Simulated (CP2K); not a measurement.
The system is TiO2.

```
Ti O
1.0
     5.29100    0.00000    0.00000
    -2.64550    4.58214    0.00000
     0.00000    0.00000    6.13300
Ti O
3 6
Cartesian
  -0.2381 4.5698 2.0481
  -1.1878 2.0634 4.0925
  1.4577 2.4941 0.0038
  1.2725 1.4868 1.2881
  3.4206 0.4688 3.3667
  3.1799 2.7003 5.4111
  0.5344 1.8572 4.8182
  -1.2778 3.1814 2.7739
  0.7751 4.0887 0.7295
```

The cell comes from a database or a generator and needn't be the stable form of this composition.

The cell isn't the ideal one: atom 4 moved 0.15 Å.

Program: CP2K 2026.2. Alike in all runs: task atomic charges; potentials or basis POTENTIAL_UZH Ti GTH-PBE-q12, O GTH-PBE-q6; DZVP-MOLOPT-PBE-GTH basis; no spin polarisation; cell atom 4 moved 0.15 Å; k mesh 5 × 5 × 4; smearing fermi-dirac 0.05 eV.

Task: Order these runs on this cell by their pressure, lowest first.
A. level PW91
B. level vdW-DF2; cutoff of the non-local correlation (Ry) 300
C. level PBEsol
D. level LDA

Result: D (3.3 GPa), C (5.6 GPa), A (8.1 GPa), B (12.4 GPa).

Caveats: the potentials were made for another functional, which shifts forces and pressure; the basis of atomic orbitals isn't converged, which shifts pressures, moduli and gaps.

Runs at the PBE level aren't shown here.
